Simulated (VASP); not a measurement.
# CoSi (P2_13) in VASP: further runs

Aim: see how the results for CoSi move with the level of theory and the settings. Levels: PBE, LDA. Tasks: single point, relaxation of cell and atoms.

All numbers are computed with VASP 6.6.1; they aren't measurements. Logs are shortened: lines on timing, memory, paths and dates and some standing lists are left out, and cuts for length are marked.

### 1 Starting point

The structure is cubic, space group P2_13 (No. 198). The conventional cell has a = 4.438 Å, b = 4.438 Å, c = 4.438 Å, α = 90.00°, β = 90.00°, γ = 90.00°. Co (site symmetry 3) is surrounded by 7 Si at 2.28 to 2.47 Å. Si (site symmetry 3) is surrounded by 7 Co at 2.28 to 2.47 Å.

### 2 Single point, PBE, collinear spin, ferromagnetic start

INCAR reads:

```
ALGO = Normal
EDIFF = 1E-6
ENCUT = 520
GGA = PE
ISIF = 2
ISMEAR = 0
ISPIN = 2
LASPH = True
LCHARG = True
LELF = True
LMAXMIX = 4
LORBIT = 11
LREAL = False
LVHAR = True
LWAVE = False
MAGMOM = 2 2 2 2 0 0 0 0
NELM = 150
PREC = Accurate
SIGMA = 0.011
```

KPOINTS reads:

```
k-points
0
Gamma
  6 6 6
```

POSCAR reads:

```
CoSi
1.0
    4.4380000000      0.0000000000      0.0000000000
    0.0000000000      4.4380000000      0.0000000000
    0.0000000000      0.0000000000      4.4380000000
Co Si
4 4
Direct
    0.8600000000      0.6400000000      0.3600000000
    0.6400000000      0.3600000000      0.8600000000
    0.3600000000      0.8600000000      0.6400000000
    0.1400000000      0.1400000000      0.1400000000
    0.1570000000      0.3430000000      0.6570000000
    0.3430000000      0.6570000000      0.1570000000
    0.6570000000      0.1570000000      0.3430000000
    0.8430000000      0.8430000000      0.8430000000
```

Potentials or basis: VASP PAW PBE potentials, release 64 (Co, Si).

Launch:

```console
$ cat potpaw_PBE.64/Co/POTCAR potpaw_PBE.64/Si/POTCAR > POTCAR
$ mpirun -np 1 vasp_std > vasp.out
```

OUTCAR:

```text
EDIFF = 1E-6
   ENCUT = 520
   GGA = PE
   ISIF = 2
   ISMEAR = 0
   ISPIN = 2
   LASPH = True
   LORBIT = 11
   LREAL = False
   NELM = 150
   PREC = Accurate

 ion  position               nearest neighbor table
   1  0.860  0.640  0.360-   5 2.28   6 2.33   7 2.33   8 2.33   7 2.47   8 2.47   6 2.47   2 2.72
                             2 2.72   4 2.72   4 2.72   3 2.72   3 2.72
   2  0.640  0.360  0.860-   6 2.28   5 2.33   7 2.33   8 2.33   5 2.47   7 2.47   8 2.47   1 2.72
                             1 2.72   3 2.72   3 2.72   4 2.72   4 2.72
   3  0.360  0.860  0.640-   7 2.28   6 2.33   5 2.33   8 2.33   6 2.47   5 2.47   8 2.47   4 2.72
                             2 2.72   2 2.72   4 2.72   1 2.72   1 2.72
   4  0.140  0.140  0.140-   8 2.28   6 2.33   7 2.33   5 2.33   6 2.47   5 2.47   7 2.47   1 2.72
                             3 2.72   3 2.72   1 2.72   2 2.72   2 2.72
   5  0.157  0.343  0.657-   1 2.28   2 2.33   3 2.33   4 2.33   3 2.47   4 2.47   2 2.47   8 2.75
                             6 2.75   6 2.75   8 2.75   7 2.75   7 2.75
   6  0.343  0.657  0.157-   2 2.28   1 2.33   3 2.33   4 2.33   1 2.47   3 2.47   4 2.47   8 2.75
                             5 2.75   5 2.75   7 2.75   7 2.75   8 2.75
   7  0.657  0.157  0.343-   3 2.28   2 2.33   1 2.33   4 2.33   2 2.47   1 2.47   4 2.47   8 2.75
                             8 2.75   5 2.75   6 2.75   6 2.75   5 2.75
   8  0.843  0.843  0.843-   4 2.28   2 2.33   3 2.33   1 2.33   2 2.47   1 2.47   3 2.47   5 2.75
                             6 2.75   7 2.75   7 2.75   5 2.75   6 2.75

  LATTYP: Found a simple cubic cell.
 ALAT       =     4.4380000000

  Lattice vectors:

 A1 = (   4.4380000000,   0.0000000000,   0.0000000000)
 A2 = (   0.0000000000,   4.4380000000,   0.0000000000)
 A3 = (   0.0000000000,   0.0000000000,   4.4380000000)

Analysis of symmetry for initial positions (statically):
=====================================================================
 Subroutine PRICEL returns:
 Original cell was already a primitive cell.

 Routine SETGRP: Setting up the symmetry group for a
 simple cubic supercell.

 Subroutine GETGRP returns: Found 12 space group operations
 (whereof  3 operations were pure point group operations)
 out of a pool of 48 trial point group operations.

The static configuration has the point symmetry C_3 .
 The point group associated with its full space group is T   .

Analysis of symmetry for dynamics (positions and initial velocities):
=====================================================================
 Subroutine PRICEL returns:
 Original cell was already a primitive cell.

 Routine SETGRP: Setting up the symmetry group for a
 simple cubic supercell.

 Subroutine GETGRP returns: Found 12 space group operations
 (whereof  3 operations were pure point group operations)
 out of a pool of 48 trial point group operations.

The dynamic configuration has the point symmetry C_3 .
 The point group associated with its full space group is T   .

Analysis of structural, dynamic, and magnetic symmetry:
=====================================================================
 Subroutine PRICEL returns:
 Original cell was already a primitive cell.

 Routine SETGRP: Setting up the symmetry group for a
 simple cubic supercell.

 Subroutine GETGRP returns: Found 12 space group operations
 (whereof  3 operations were pure point group operations)
 out of a pool of 48 trial point group operations.

The overall configuration has the point symmetry C_3 .
 The point group associated with its full space group is T   .

 Subroutine INISYM returns: Found 12 space group operations
 (whereof  3 operations are pure point group operations),
 and found     1 'primitive' translations

----------------------------------------------------------------------------------------

                                     Primitive cell

  volume of cell :      87.4102

  direct lattice vectors                    reciprocal lattice vectors
     4.438000000  0.000000000  0.000000000     0.225326724  0.000000000  0.000000000
     0.000000000  4.438000000  0.000000000     0.000000000  0.225326724  0.000000000
     0.000000000  0.000000000  4.438000000     0.000000000  0.000000000  0.225326724

  length of vectors
     4.438000000  4.438000000  4.438000000     0.225326724  0.225326724  0.225326724

  position of ions in fractional coordinates (direct lattice)
     0.860000000  0.640000000  0.360000000
     0.640000000  0.360000000  0.860000000
     0.360000000  0.860000000  0.640000000
     0.140000000  0.140000000  0.140000000
     0.157000000  0.343000000  0.657000000
     0.343000000  0.657000000  0.157000000
     0.657000000  0.157000000  0.343000000
     0.843000000  0.843000000  0.843000000

  ion indices of the primitive-cell ions
   primitive index   ion index
                 1           1
                 2           2
                 3           3
                 4           4
                 5           5
                 6           6
                 7           7
                 8           8

----------------------------------------------------------------------------------------

 KPOINTS: k-points

Automatic generation of k-mesh.
 Grid dimensions read from file:
 generate k-points for:    6    6    6

 Generating k-lattice:

  Cartesian coordinates                     Fractional coordinates (reciprocal lattice)
     0.037554454  0.000000000  0.000000000     0.166666667  0.000000000  0.000000000
     0.000000000  0.037554454  0.000000000     0.000000000  0.166666667  0.000000000
     0.000000000  0.000000000  0.037554454     0.000000000  0.000000000  0.166666667

  Length of vectors
     0.037554454  0.037554454  0.037554454

  Shift w.r.t. Gamma in fractional coordinates (k-lattice)
     0.000000000  0.000000000  0.000000000

 Subroutine IBZKPT returns following result:
 ===========================================

 Found     24 irreducible k-points:

 Following reciprocal coordinates:
            Coordinates               Weight
  0.000000  0.000000  0.000000      1.000000
  0.166667  0.000000  0.000000      6.000000
  0.333333  0.000000  0.000000      6.000000
  0.500000  0.000000  0.000000      3.000000
  0.166667  0.166667  0.000000     12.000000
  0.333333  0.166667  0.000000     12.000000
[... 16 lines left out ...]
  0.500000  0.500000  0.333333      6.000000
  0.500000  0.500000  0.500000      1.000000
   k-points           NKPTS =     24   k-points in BZ     NKDIM =     24   number of bands    NBANDS=     35
   number of dos      NEDOS =    301   number of ions     NIONS =      8
   total plane-waves  NPLWV =  46656
   dimension x,y,z NGX =    36 NGY =   36 NGZ =   36
   dimension x,y,z NGXF=    72 NGYF=   72 NGZF=   72
   ions per type =               4   4
   NGX,Y,Z   is equivalent  to a cutoff of  13.49, 13.49, 13.49 a.u.
   NGXF,Y,Z  is equivalent  to a cutoff of  26.97, 26.97, 26.97 a.u.
 SYSTEM =  unknown system
   PREC   = accura    normal or accurate (medium, high low for compatibility)
   ISTART =      0    job   : 0-new  1-cont  2-samecut
   ICHARG =      2    charge: 1-file 2-atom 10-const
   ISPIN  =      2    spin polarized calculation?
   LNONCOLLINEAR =      F non collinear calculations
   LSORBIT =      F    spin-orbit coupling
   LASPH  =      T    aspherical Exc in radial PAW
   ENCUT  =  520.0 eV  38.22 Ry    6.18 a.u.   8.25  8.25  8.25*2*pi/ulx,y,z
   NELM   =    150;   NELMIN=  2; NELMDL= -5     # of ELM steps
   EDIFF  = 0.1E-05   stopping-criterion for ELM
   LREAL  =      F    real-space projection
   EDIFFG = 0.1E-04   stopping-criterion for IOM
   NSW    =      0    number of steps for IOM
   IBRION =     -1    ionic relax: 0-MD 1-quasi-New 2-CG
   NFREE  =      0    steps in history (QN), initial steepest desc. (CG)
   ISIF   =      2    stress and relaxation
   ISYM   =      2    0-nonsym 1-usesym 2-fastsym
   POTIM  = 0.5000    time-step for ionic-motion
   TEBEG  =    0.0;   TEEND  =   0.0 temperature during run
   PSTRESS=    0.0 pullay stress
   NELECT =      52.0000    total number of electrons
   NUPDOWN=      -1.0000    fix difference up-down
   EMIN   =  10.00;   EMAX   =-10.00  energy-range for DOS
   EFERMI =   0.00;   METHOD = LEGACY
   ISMEAR =     0;   SIGMA  =   0.01  broadening in eV -4-tet -1-fermi 0-gaus
   EFERMI_NEDOS =   21; number of points for ismear=-14 and -15
   IALGO  =     38    algorithm
   IMIX   =      4    mixing-type and parameters
     AMIX     =   0.40;   BMIX     =  1.00
     AMIX_MAG =   1.60;   BMIX_MAG =  1.00
  volume/ion in A,a.u.               =      10.93        73.73
  Fermi-wavevector in a.u.,A,eV,Ry     =   1.376856  2.601881 25.793021  1.895734
  Thomas-Fermi vector in A             =   2.502063
   LORBIT       =     11    0 simple, 1 ext, 2 COOP (PROOUT), +10 PAW based schemes
   GGA     = PE    functional components
   LHFCALC =     F    Hartree Fock is set to
   AEXX    =    0.0000 exact exchange contribution
   IVDW    =     0    specifies the selected vdW correction
   LEPSILON=     F    determine dielectric tensor
   LRPA    =     F    only Hartree local field effects (RPA)
 spin polarized calculation
 Gauss-broadening in eV      SIGMA  =   0.01
  energy-cutoff  :      520.00
  volume of cell :       87.41
 maximum number of plane-waves:      2373
 NGX is ok and might be reduce to    36
   NGX = 17   NGY = 17   NGZ = 17

 number of electron      51.9999992 magnetization      -0.0032083

 number of electron      51.9999992 magnetization       0.0002823

 Free energy of the ion-electron system (eV)
  ---------------------------------------------------
  ext. energy  EPLUGINS =         0.00000000
  ---------------------------------------------------
  free energy    TOTEN  =       -54.72555326 eV

  energy without entropy =      -54.72540907  energy(sigma->0) =      -54.72548116

 E-fermi :  12.0335     XC(G=0): -12.8397

 val. band max:       12.0237105207   @ k =   0.5000   0.5000   0.0000
 cond. band min:      12.0396345765   @ k =   0.0000   0.0000   0.0000
 fundamental gap:      0.0159240559
 Fermi energy:        12.0334895414

 spin component 1

 k-point     1 :       0.0000    0.0000    0.0000
  band No.  band energies     occupation
      1      -1.5953      1.00000
      2       3.8865      1.00000
      3       3.8865      1.00000
      4       3.8865      1.00000
      5       6.5956      1.00000
      6       6.5956      1.00000
[... 27 lines left out ...]
     34      15.5863      0.00000
     35      15.5863      0.00000
[... 842 lines left out ...]
      4       2.6211      1.00000
      5       5.1373      1.00000
      6       5.1373      1.00000
[... 27 lines left out ...]
     34      17.7507      0.00000
     35      17.7507      0.00000
 Fermi energy:        12.0334895414

 spin component 2

 k-point     1 :       0.0000    0.0000    0.0000
  band No.  band energies     occupation
      1      -1.5952      1.00000
      2       3.8865      1.00000
      3       3.8865      1.00000
      4       3.8865      1.00000
      5       6.5956      1.00000
      6       6.5956      1.00000
[... 27 lines left out ...]
     34      15.5863      0.00000
     35      15.5863      0.00000
[... 843 lines left out ...]
      5       5.1373      1.00000
      6       5.1373      1.00000
[... 27 lines left out ...]
     34      17.7507      0.00000
     35      17.7507      0.00000

------------------------ aborting loop because EDIFF is reached ----------------------------------------

  FORCE on cell =-STRESS in cart. coord.  units (eV):
  Direction    XX          YY          ZZ          XY          YZ          ZX
  --------------------------------------------------------------------------------------
  -------------------------------------------------------------------------------------
  Total       -0.2073726     -0.2073726     -0.2073726     -0.0000000      0.0000000      0.0000000
  in kB       -3.8010185     -3.8010185     -3.8010185     -0.0000000      0.0000000      0.0000000
  external PRESSURE =      -3.8010185 kB  Pullay stress =       0.0000000 kB

 VOLUME and BASIS-vectors are now :
 -----------------------------------------------------------------------------
  energy-cutoff  :      520.00
  volume of cell :       87.41
      direct lattice vectors                 reciprocal lattice vectors
     4.438000000  0.000000000  0.000000000     0.225326724  0.000000000  0.000000000
     0.000000000  4.438000000  0.000000000     0.000000000  0.225326724  0.000000000
     0.000000000  0.000000000  4.438000000     0.000000000  0.000000000  0.225326724

 POSITION                                       TOTAL-FORCE (eV/Angst)
 -----------------------------------------------------------------------------------
      3.81668      2.84032      1.59768        -0.157174      0.157174     -0.157174
      2.84032      1.59768      3.81668         0.157174     -0.157174     -0.157174
      1.59768      3.81668      2.84032        -0.157174     -0.157174      0.157174
      0.62132      0.62132      0.62132         0.157174      0.157174      0.157174
      0.69677      1.52223      2.91577         0.019315     -0.019315      0.019315
      1.52223      2.91577      0.69677        -0.019315      0.019315      0.019315
      2.91577      0.69677      1.52223         0.019315      0.019315     -0.019315
      3.74123      3.74123      3.74123        -0.019315     -0.019315     -0.019315
 -----------------------------------------------------------------------------------
    total drift:                               -0.000000      0.000000      0.000000

  FREE ENERGIE OF THE ION-ELECTRON SYSTEM (eV)
  ---------------------------------------------------
  free  energy   TOTEN  =       -54.7255532573 eV

  energy  without entropy=      -54.7254090685  energy(sigma->0) =      -54.72548116

 total charge

# of ion       s       p       d       tot
------------------------------------------
    1        0.434   0.616   7.564   8.614
    2        0.434   0.616   7.564   8.614
    3        0.434   0.616   7.564   8.614
    4        0.434   0.616   7.564   8.614
    5        0.728   0.882   0.000   1.609
    6        0.728   0.882   0.000   1.609
    7        0.728   0.882   0.000   1.609
    8        0.728   0.882   0.000   1.609
--------------------------------------------------
tot          4.646   5.990  30.258  40.894

 magnetization (x)

# of ion       s       p       d       tot
------------------------------------------
    1       -0.000   0.000  -0.000  -0.000
    2       -0.000   0.000  -0.000  -0.000
    3       -0.000   0.000  -0.000  -0.000
    4       -0.000   0.000  -0.000  -0.000
    5        0.000   0.000   0.000   0.000
    6        0.000   0.000   0.000   0.000
    7        0.000   0.000   0.000   0.000
    8        0.000   0.000   0.000   0.000
--------------------------------------------------
tot         -0.000   0.000  -0.000   0.000
```

It took 4.2 min on 1 thread of AMD EPYC 7R43 (Zen 3), shared host; peak memory 0.26 GiB.

Results:

| Quantity | Value |
| --- | --- |
| Free energy | -54.7256 eV |
| Pressure | -0.4 GPa |
| Largest force | 0.272 eV/Å |
| Band gap on the k mesh | none (metal or under the smearing width) |
| Net moment | 0.00 μB per cell |
| Valence electrons inside the program's atomic spheres | Co 8.61; Si 1.61 |

Forces in eV/Å, atoms in the order of the input:
```
Co  -0.157  0.157 -0.157
Co   0.157 -0.157 -0.157
Co  -0.157 -0.157  0.157
Co   0.157  0.157  0.157
Si   0.019 -0.019  0.019
Si  -0.019  0.019  0.019
Si   0.019  0.019 -0.019
Si  -0.019 -0.019 -0.019
```

Levels at points of the mesh, in eV from the Fermi level:
Spin up:
| k point | band 23 | band 24 | band 25 | band 26 | band 27 | band 28 | band 29 | band 30 |
| --- | --- | --- | --- | --- | --- | --- | --- | --- |
| (0.00, 0.00, 0.00) | -0.75 | -0.75 | 0.01 | 0.01 | 0.01 | 2.48 | 2.48 | 2.48 |
| (0.50, 0.00, 0.00) | -0.65 | -0.65 | -0.45 | -0.45 | 1.01 | 1.01 | 1.47 | 1.47 |
| (0.50, 0.50, 0.00) | -0.99 | -0.99 | -0.01 | -0.01 | 0.58 | 0.58 | 2.00 | 2.00 |
| (0.50, 0.50, 0.50) | -1.20 | -1.20 | -0.19 | -0.19 | -0.19 | -0.19 | 5.35 | 5.35 |
Spin down:
```csv
k point,band 24,band 25,band 26,band 27,band 28,band 29
"(0.00, 0.00, 0.00)",-0.75,0.01,0.01,0.01,2.48,2.48
"(0.50, 0.00, 0.00)",-0.65,-0.45,-0.45,1.01,1.01,1.47
"(0.50, 0.50, 0.00)",-0.99,-0.01,-0.01,0.58,0.58,2.00
"(0.50, 0.50, 0.50)",-1.20,-0.19,-0.19,-0.19,-0.19,5.35
```

Caveat: the starting moments collapsed, and a magnetic state may lie lower.

### 3 Relaxation of cell and atoms, PBE, collinear spin, ferromagnetic start

INCAR reads:

```
SYSTEM = CoSi
  ALGO = Normal
  EDIFF = 1E-7
  EDIFFG = -0.01
  ENCUT = 600
  GGA = PE
  IBRION = 2
  ISIF = 3
  ISMEAR = -1
  ISPIN = 2
  LASPH = .True.
  LCHARG = .False.
  LMAXMIX = 4
  LORBIT = 11
  LREAL = .False.
  LWAVE = .False.
  MAGMOM = 2 2 2 2 0 0 0 0
  NELM = 150
  NSW = 40
  PREC = Accurate
  SIGMA = 0.05
```

KPOINTS reads:

```
k-points
0
Gamma
  6 6 6
  0 0 0
```

POSCAR is that of step 2.

Potentials or basis: VASP PAW PBE potentials, release 64 (Co, Si).

Launch:

```console
$ cat potpaw_PBE.64/Co/POTCAR potpaw_PBE.64/Si/POTCAR > POTCAR
$ mpirun -np 1 vasp_std > vasp.out
```

Run time: 18 min. Hardware: 1 thread of AMD EPYC 7R43 (Zen 3), shared host; peak memory 0.28 GiB.

Results (log left out):

```yaml
Free_energy: -54.7537 eV
Relaxed_volume: 10.86 Å³/atom
Relaxed_cell: a = 4.430 Å, b = 4.430 Å, c = 4.430 Å, α = 90.00°, β = 90.00°, γ = 90.00°
Space_group_after_relaxing_to_0.05_Å: P2_13 (No. 198)
Energy_gained_by_relaxing: 2.8 meV/atom
Ionic_steps: 7
Pressure_after_relaxing: 0.0 GPa
Band_gap_on_the_k_mesh: none (metal or under the smearing width)
Net_moment: 0.00 μB per cell
Valence_electrons_inside_the_program's_atomic_spheres: Co 8.62; Si 1.61
```

Forces in eV/Å, atoms in the order of the input:
```
Co   0.001 -0.001  0.001
Co  -0.001  0.001  0.001
Co   0.001  0.001 -0.001
Co  -0.001 -0.001 -0.001
Si  -0.002  0.002 -0.002
Si   0.002 -0.002 -0.002
Si  -0.002 -0.002  0.002
Si   0.002  0.002  0.002
```

The path:
```
step  energy change (eV)  largest force (eV/Å)  pressure (GPa)  volume (Å³)
   1              0.0000                0.2702           -0.41        87.41
   2             -0.0122                0.1864            0.20        87.06
   3             -0.0190                0.0832            1.21        86.53
   4             -0.0173                0.0767           -1.67        87.55
   5             -0.0215                0.0586           -0.08        86.97
   6             -0.0220                0.0144            0.02        86.92
   7             -0.0220                0.0030            0.03        86.91
```

Final structure:
```yaml
crystal:
  lattice:
    - [4.42955, 0.00000, 0.00000]
    - [0.00000, 4.42955, 0.00000]
    - [0.00000, 0.00000, 4.42955]
  atoms:
    - { symbol: Co, position: [0.85490, 0.64510, 0.35490] }
    - { symbol: Co, position: [0.64510, 0.35490, 0.85490] }
    - { symbol: Co, position: [0.35490, 0.85490, 0.64510] }
    - { symbol: Co, position: [0.14510, 0.14510, 0.14510] }
    - { symbol: Si, position: [0.15682, 0.34318, 0.65682] }
    - { symbol: Si, position: [0.34318, 0.65682, 0.15682] }
    - { symbol: Si, position: [0.65682, 0.15682, 0.34318] }
    - { symbol: Si, position: [0.84318, 0.84318, 0.84318] }
```

Levels at points of the mesh, in eV from the Fermi level:
Spin up:
```tsv
k point	band 24	band 25	band 26	band 27	band 28	band 29
(0.00, 0.00, 0.00)	-0.81	-0.04	-0.04	-0.04	2.46	2.46
(0.50, 0.00, 0.00)	-0.68	-0.52	-0.52	0.97	0.97	1.46
(0.50, 0.50, 0.00)	-1.03	-0.07	-0.07	0.55	0.55	1.97
(0.50, 0.50, 0.50)	-1.25	-0.25	-0.25	-0.25	-0.25	5.38
```
Spin down:
```tsv
k point	band 24	band 25	band 26	band 27	band 28	band 29
(0.00, 0.00, 0.00)	-0.81	-0.04	-0.04	-0.04	2.46	2.46
(0.50, 0.00, 0.00)	-0.68	-0.52	-0.52	0.97	0.97	1.46
(0.50, 0.50, 0.00)	-1.03	-0.07	-0.07	0.55	0.55	1.97
(0.50, 0.50, 0.50)	-1.25	-0.25	-0.25	-0.25	-0.25	5.38
```

Caveat: the starting moments collapsed, and a magnetic state may lie lower.

[end of part 1 of 2]
